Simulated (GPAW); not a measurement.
ZnO (zincite):

```
CELL_PARAMETERS angstrom
3.24931 0.00000 0.00000
-1.62465 2.81398 0.00000
0.00000 0.00000 5.20571
ATOMIC_POSITIONS crystal
Zn 0.66667 0.33333 0.00000
Zn 0.33333 0.66667 0.50000
O 0.33333 0.66667 0.87901
O 0.66667 0.33333 0.37901
```

| Property | Result |
| --- | --- |
| Program | GPAW 26.7.0 |
| Task | relaxation of cell and atoms |
| Functional | PW91 |
| Potentials or basis | PAW data sets generated in the run's folder for this functional |
| Cutoff | 800 eV |
| Basis | pw |
| k mesh | 6 × 6 × 3 |
| Occupations | fermi-dirac, width 0.05 eV |
| Spin | no spin polarisation |

At the start: pressure 3.7 GPa; volume 11.90 Å³/atom.

Q: Where does the relaxation end?

A: Over 6 steps the energy falls by 4.0 meV/atom and the volume is 12.21 Å³/atom (+2.6 %); space group P6_3mc (No. 186, to 0.05 Å).

Step by step:
```csv
step,energy change (eV),largest force (eV/Å),pressure (GPa),volume (Å³)
1,0.0000,0.0691,3.70,47.60
2,-0.0025,0.0557,3.39,47.70
3,-0.0067,0.0322,2.81,47.89
4,-0.0111,0.0051,2.02,48.15
5,-0.0145,0.0216,1.08,48.48
6,-0.0160,0.0385,0.10,48.83
```

Final structure:
```
Zn O
1.0
     3.27320    0.00000    0.00000
    -1.63660    2.83467    0.00000
     0.00000    0.00000    5.26287
Zn O
2 2
Direct
  0.66667 0.33333 0.99890
  0.33333 0.66667 0.49890
  0.33333 0.66667 0.88011
  0.66667 0.33333 0.38010
```

Caveat: the k mesh is coarse; later steps reuse the first step's grids.
